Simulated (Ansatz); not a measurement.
A 2-atom cell of NaH started from a crystallographic database with hydrogen sites as listed, relaxed with r2SCAN in Ansatz. It is cubic, Fm-3m (No. 225); a = 4.795 Å in the conventional setting, 13.78 Å³ an atom. Na has 6 H at 2.40 Å; H has 6 Na at 2.40 Å.

The axes x, y and z are those of this cell:
```
Na H
1.0
     0.00000    2.39751    2.39751
     2.39751    0.00000    2.39751
     2.39751    2.39751    0.00000
Na H
1 1
Direct
  0.00000 0.00000 0.00000
  0.50000 0.50000 0.50000
```

Unstrained: PBE gives an indirect gap of 3.802 eV, from W to L; the least direct gap is 4.672 eV at L. r2SCAN gives an indirect gap of 4.401 eV, from W to L; the least direct gap is 5.264 eV at L. With HSE06 the valence top lies at W and the conduction bottom at L, 4.849 eV higher; the smallest vertical gap, at L, is 5.811 eV. Meshes: PBE 10×10×10, r2SCAN 10×10×10, HSE06 6×6×6. Strains are changes of length per length, and xy shears are angles. After each strain the atoms were relaxed again with r2SCAN in this cell and within any symmetry left, so distortions that break it or need a larger cell weren't tested; points keep the names that they have in the unstrained zone. (Simulation; spin polarisation is off.)

Question: Estimate what isotropic +5.12 % on every length does to the gap.

Answer: PBE: the gap goes from 3.802 to 3.556 eV (-0.245 eV). r2SCAN: the gap goes from 4.401 to 4.140 eV (-0.260 eV). HSE06: the gap goes from 4.849 to 4.557 eV (-0.292 eV). The r2SCAN energy rises by 21.6 meV an atom.

Question: One strain changed the r2SCAN stress by xx +0.64, yy +0.64, zz +2.98 GPa (compression positive) and the gap by +0.054 eV (PBE), +0.059 eV (r2SCAN), +0.067 eV (HSE06). Which kind of strain was it, and roughly how large?

Answer: Uniaxial -4.78 % along z, other directions held. The pattern of the stress gives the kind; the size needs the stiffness, so it is an estimate.

Question: Estimate what uniaxial +0.46 % along x, other directions held does to the gap.

Answer: PBE: the gap goes from 3.802 to 3.790 eV (-0.012 eV). r2SCAN: the gap goes from 4.401 to 4.388 eV (-0.012 eV). HSE06: the gap goes from 4.849 to 4.836 eV (-0.014 eV). The r2SCAN energy rises by 0.0 meV an atom.

Question: Estimate what xy shear, engineering strain (angle) -1.14 % does to the gap.

Answer: PBE: the gap goes from 3.802 to 3.767 eV (-0.035 eV); the L points, equivalent before, split by 69 meV, and the conduction bottom lies at those like (0, 1/2, 0); the edges go from W → L to (1/4, 0.495, -0.255) → L. r2SCAN: the gap goes from 4.401 to 4.365 eV (-0.035 eV); the L points, equivalent before, split by 69 meV, and the conduction bottom lies at those like (0, 1/2, 0); the edges go from W → L to (1/4, 0.495, -0.255) → L. HSE06: the gap goes from 4.849 to 4.814 eV (-0.035 eV); the L points, equivalent before, split by 69 meV, and the conduction bottom lies at those like (0, 1/2, 0); the edges go from W → L to (1/4, 0.495, -0.255) → L. The r2SCAN energy rises by 0.1 meV an atom.

The meshes of the hybrids are coarse, so their gaps aren't converged to the digits shown.
